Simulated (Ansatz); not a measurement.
**Ga: pressure against volume**

Ga, I4/mmm, a = 2.805 Å, c = 4.544 Å. This isn't the element's structure at ambient conditions. Ansatz: r2SCAN, PAW, 500 eV, Γ-centred 20×20×20 mesh on 1 atom, Gaussian smearing 0.10 eV; no spin polarisation. Shape and atoms are relaxed at each volume; pressure is positive in compression.

```
V (Å³/atom) P (GPa)
     16.806     4.24
     17.343     1.94
     17.879     0.00
     18.416        ?
     18.952    -2.90
```

Problem. Take V0 = 17.879 Å³/atom, fit the third-order Birch–Murnaghan form to the other rows, and predict the missing pressure.

Solution. With the Eulerian strain f = ½[(V0/V)^(2/3) − 1] and y = P/[3f(1 + 2f)^(5/2)], the form is the line y = B0 + 1.5 B0 (B0′ − 4) f. Rows (f, y): 0.02106, 60.5; 0.01025, 60.0; -0.01905, 55.9. Means f = 0.004087, y = 58.800; Σ(Δf)² = 0.0008614, ΣΔfΔy = 0.1033; the slope is their ratio. y = 58.31 + 120.0 f GPa, so B0 = 58.3 GPa and B0′ = 4 + 2 × (120.0)/(3 × 58.31) = 5.37. At V = 18.416, f = -0.00977, y = 57.14 and P = -1.59 GPa. The run gave -1.62 GPa, so the fit is 0.03 GPa too high, within twice the rms miss on the fitted rows (0.02 GPa).